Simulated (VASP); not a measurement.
Wanted: the native input for a VASP 6.6.1 run.

```yaml
Task: work function
Functional: PBE
Potentials_or_basis: VASP PAW PBE potentials, release 64 (Zn, Cu)
Cutoff: 520 eV
k_mesh: 9 × 7 × 1
Occupations: gaussian, width 0.05 eV
Spin: no spin polarisation
Dipole_correction: yes
Further_INCAR_settings: ALGO = Normal; EDIFF = 1e-06
```

The structure of ZnCu lies in POSCAR:

```
ZnCu
1.0
    2.9450000000      0.0000000000      0.0000000000
    0.0000000000      4.1648589412      0.0000000000
    0.0000000000      0.0000000000     25.4121473530
Zn Cu
6 6
Direct
    0.5000000000      0.0000000000      0.2951344448
    0.5000000000      0.5000000000      0.3770806669
    0.5000000000      0.0000000000      0.4590268890
    0.5000000000      0.5000000000      0.5409731110
    0.5000000000      0.0000000000      0.6229193331
    0.5000000000      0.5000000000      0.7048655552
    0.0000000000      0.5000000000      0.2951344448
    0.0000000000      0.0000000000      0.3770806669
    0.0000000000      0.5000000000      0.4590268890
    0.0000000000      0.0000000000      0.5409731110
    0.0000000000      0.5000000000      0.6229193331
    0.0000000000      0.0000000000      0.7048655552
```

The cell isn't the ideal one: the (1 1 0) slab of ZnCu, cut from the database cell, not relaxed.

One way to write it, as run:

INCAR

```
SYSTEM = ZnCu
PREC     = Accurate       ! precision mode
ENCUT    = 520            ! plane-wave cutoff, eV
EDIFF    = 1E-6           ! SCF threshold, eV
ISMEAR   = 0              ! smearing method
SIGMA    = 0.05           ! smearing width, eV
LREAL    = .FALSE.        ! projectors in reciprocal space
LASPH    = .TRUE.         ! aspherical terms in the spheres
NELM     = 60             ! most SCF steps
ALGO     = Normal         ! electronic algorithm
ISIF     = 2              ! what is computed and relaxed
LWAVE    = .FALSE.        ! write WAVECAR
LCHARG   = .TRUE.         ! write CHGCAR
LDIPOL   = .TRUE.       
IDIPOL   = 3            
DIPOL    = 0.5 0.5 0.500
GGA      = PE             ! functional
LELF     = .TRUE.         ! ELF
LVHAR    = .TRUE.       
LVACPOTAV= .TRUE.
```

KPOINTS

```
Automatic mesh
0
G
  9 7 1
  0 0 0
```

Potentials or basis: VASP PAW PBE potentials, release 64 (Zn, Cu).

Command:

```console
$ cat potpaw_PBE.64/Zn/POTCAR potpaw_PBE.64/Cu/POTCAR > POTCAR
$ mpirun -np 1 vasp_std > vasp.out
```

It gave:

| Quantity | Value |
| --- | --- |
| Largest force | 0.391 eV/Å |
| Band gap on the k mesh | none (metal or under the smearing width) |
| Work function of the upper face | 4.70 eV |
| Work function of the lower face | 4.70 eV |

It took 12 min on 1 thread of AMD EPYC 9R45 (Zen 5), on a shared host, peak memory 0.58 GiB.
